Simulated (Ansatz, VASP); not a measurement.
# Ge in VASP and in Ansatz

```xyz
2
Lattice="4.0224 0.0000 0.0000 -2.0112 3.4835 0.0000 0.0000 0.0000 28.0000" Properties=species:S:1:pos:R:3 pbc="T T T"
Ge    0.0000    2.3223   14.3420
Ge    2.0112    1.1612   13.6580
```

Alike in both runs: functional PBE; dispersion D3(BJ); k mesh 12 × 12 × 1; occupations gaussian, width 0.1 eV; no spin polarisation.

Ansatz relaxed the structure, and its values are those at the end. VASP's run is a single point on that final structure, the one shown.

|  | VASP | Ansatz |
| --- | --- | --- |
| version | VASP 6.6.1 | Ansatz 0.2.0 |
| potentials or method | VASP PAW PBE potentials, release 64 (Ge_d) | scalar-relativistic, plane waves, PAW |
| plane-wave cutoff (eV) | 520 | 420 |
| valence electrons in the cell | 28 | 28 |

|  | VASP | Ansatz | Ansatz less VASP |
| --- | --- | --- | --- |
| gap on the k mesh at the Fermi level (eV) | none | none | - |
| rms of the force components (eV/Å) | 0.004 | 0.001 | -0.0024 |

A gap of «none» marks a metal or a gap that the smearing closes.
